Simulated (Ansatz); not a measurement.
# NiSb: the cost of one run

Method: DFT PBE, scalar-relativistic, plane waves, PAW, in Ansatz 0.2.0.

5 further runs of the same task are left out: 1 that didn't finish, 4 set aside as unsound or not needed.

### Step 1. The starting structure

Symmetry: P6_3/mmc, No. 194, hexagonal system. The conventional cell has a = 3.976 Å, b = 3.976 Å, c = 5.157 Å, α = 90.00°, β = 90.00°, γ = 120.00°. Ni (site symmetry -3m) is surrounded by 2 Ni at 2.58 Å and 6 Sb at 2.63 Å. Sb (site symmetry -6m2) is surrounded by 6 Ni at 2.63 Å.

Coordinates:

```
CELL_PARAMETERS angstrom
-3.97597 0.00000 0.00000
-1.98799 -3.44329 0.00000
0.00000 0.00000 10.31376
ATOMIC_POSITIONS crystal
Ni 0.00000 0.00000 0.00000
Ni 0.00000 0.00000 0.50000
Ni 0.00000 0.00000 0.25000
Ni 0.00000 0.00000 0.75000
Sb 0.33333 0.33333 0.12500
Sb 0.33333 0.33333 0.62500
Sb 0.66667 0.66667 0.37500
Sb 0.66667 0.66667 0.87500
```

It is built from the cell relaxed beforehand with the same method (17.65 Å³/atom).

### Step 2. Zero of energy

The cell is repeated 2 times, 8 atoms in all. Reference values: F = -49298.9320 eV; pressure 0.03 GPa; largest force 0.000 eV/Å; gap on the mesh none (metal). It was computed beforehand with the settings of the runs below.

### Step 3. Next: a stacking-fault curve

The cut lies on the cell's a–b face, a (0 0 1) plane of area 13.69 Å², between layers 1.29 Å apart (Ni below, Sb above); the cell is 10.3 Å thick. Vector c is tilted by f times 1·a + 0·b (length 3.976 Å) with the atoms' Cartesian places fixed: one unrelaxed fault per cell.

### Step 4. f = 0.200

Input file input.yaml:

```yaml
crystal:
  lattice:
    - [-3.9759714207, 0.0, 0.0]
    - [-1.9879857103, -3.443292255, 0.0]
    - [-0.7951942841, 0.0, 10.313757746]
  atoms:
    - { symbol: Ni, position: [-0.1875, 0.0, 0.9375] }
    - { symbol: Ni, position: [-0.0875, 0.0, 0.4375] }
    - { symbol: Ni, position: [-0.0375, 0.0, 0.1875] }
    - { symbol: Ni, position: [-0.1375, 0.0, 0.6875] }
    - { symbol: Sb, position: [0.3208333333, 0.3333333333, 0.0625] }
    - { symbol: Sb, position: [0.2208333333, 0.3333333333, 0.5625] }
    - { symbol: Sb, position: [0.6041666667, 0.6666666667, 0.3125] }
    - { symbol: Sb, position: [0.5041666667, 0.6666666667, 0.8125] }
basis:
  ecutwfc: 420
kpoints:
  mp_grid: { grid: [14, 14, 5] }
hamiltonian:
  xc: pbe
scf:
  occupations: { method: gaussian, width: 0.15 }
output:
  forces: true
  stress: true
  eigenvalues: true
```

On the command line:

```console
ansatz run input.yaml --threads 2 --pin off --max-ram 5120MiB --backend cpu --events-out ev --progress --plain --runs-dir out
```

**Question.** How long does this run take on 2 threads of Arm Neoverse V1, shared host, and how much memory does it need?

About 5 min, with a peak of 3.3 GiB.
